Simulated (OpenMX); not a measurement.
WS2 (Tungstenite) under changes of volume

One of the cells (18.245 Å³/atom); the others are scaled copies at fixed shape and fractional positions:

```
W S
1.0
     3.18000    0.00000    0.00000
    -1.59000    2.75396    0.00000
     0.00000    0.00000   12.50000
W S
2 4
Direct
  0.66667 0.33333 0.75000
  0.33333 0.66667 0.25000
  0.66667 0.33333 0.37500
  0.33333 0.66667 0.87500
  0.66667 0.33333 0.12500
  0.33333 0.66667 0.62500
```

* Program: OpenMX 3.8.5
* Functional: PBE
* Potentials or basis: OpenMX 2013 PBE set, W7.0-s3p2d2, S7.0-s2p2d1, fixed grid of 32 × 32 × 150 points
* k mesh: 11 × 11 × 3
* Occupations: fermi-dirac, width 0.05 eV
* Spin: no spin polarisation

```csv
volume (Å³/atom),energy over the lowest point (meV/atom),gap on the mesh (eV),largest force (eV/Å)
17.150,88.54,1.03,1.854
17.515,53.37,1.05,1.405
17.880,27.86,1.07,0.990
18.245,?,?,?
18.610,1.99,1.10,0.251
18.975,0.00,1.11,0.077
19.340,4.32,1.12,0.382
```

**Question.** What does the run at 18.245 Å³/atom give?

**Answer.** Energy over the lowest point 11.01 meV/atom; gap on the mesh 1.09 eV; largest force 0.606 eV/Å.

Worked out: A Birch-Murnaghan fit of order 3 (a polynomial in V^(-2/3)) to the other rows has its minimum at 18.90 Å³/atom with B0 = V·E''(V) = 147 GPa and B' = 4.4 at fixed shape and positions, which overstates the stiffness. It gives 11.02 meV/atom at 18.245 Å³/atom, against the run's 11.01. A straight line through the other rows of the gap, of slope 0.75 eV per unit of ln V, gives 1.08 eV, against the run's 1.09.

Energies are extrapolated to zero smearing.

Caveats: spin-orbit coupling is left out, which moves the levels of the heavy elements; an odd mesh through Γ misses points on the zone boundary, where band edges often lie; this functional lacks dispersion, which binds the layers, so the pressure and a relaxed spacing across them are unreliable; the basis of atomic orbitals isn't converged, which shifts pressures, moduli and gaps; forces of over 1 eV/Å show positions far from the minimum, so gaps and moduli don't describe the material at rest (some runs).
